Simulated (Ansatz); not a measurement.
## Bands of TaN

```yaml
crystal:
  lattice:
    - [2.93994, 0.00000, 0.00000]
    - [-1.46997, 2.54606, 0.00000]
    - [0.00000, 0.00000, 2.89018]
  atoms:
    - { symbol: Ta, position: [0.00000, 0.00000, 0.50000] }
    - { symbol: N, position: [0.66667, 0.33333, 0.00000] }
```

Atoms are numbered in the order listed.

Structure from Materials Project entry mp-1459 (possibly hypothetical), not relaxed further.

The calculation used DFT, PBE, all-electron LAPW, Dirac equation with spin-orbit coupling in Ansatz 0.2.0.

Sampling and basis: a Γ-centred 13×13×11 k mesh, Fermi–Dirac smearing of 0.05 eV, basis error target 1 meV/atom, no spin polarisation.

Points in fractions of the reciprocal vectors of this cell: Γ (0, 0, 0), M (0.5, 0, 0), K (0.333, 0.333, 0), A (0, 0, 0.5), L (0.5, 0, 0.5), H (0.333, 0.333, 0.5). The path joins them by straight lines in the order Γ–M–K–Γ–A–L–H–A–L; legs that retrace an earlier one aren't tabulated. Energies are in eV from the Fermi level.

(1) List the levels at A between -8 and 4 eV.

(2) List the levels at M between -8 and 4 eV.

(3) List the levels at L between -8 and 4 eV.

(4) What is the band gap?

Results:

(1) -3.85 (×2), -3.79 (×2), -0.43 (×2), 0.09 (×2), 2.21 (×2), 3.19 (×2), 3.37 (×2).

(2) -5.28 (×2), -3.58 (×2), -3.25 (×2), 2.91 (×2), 3.85 (×2).

(3) -7.43 (×2), -6.27 (×2), -5.75 (×2), -0.51 (×2), 3.97 (×2).

(4) None at this level of theory (metallic, semimetallic, or a small gap that the functional closes).
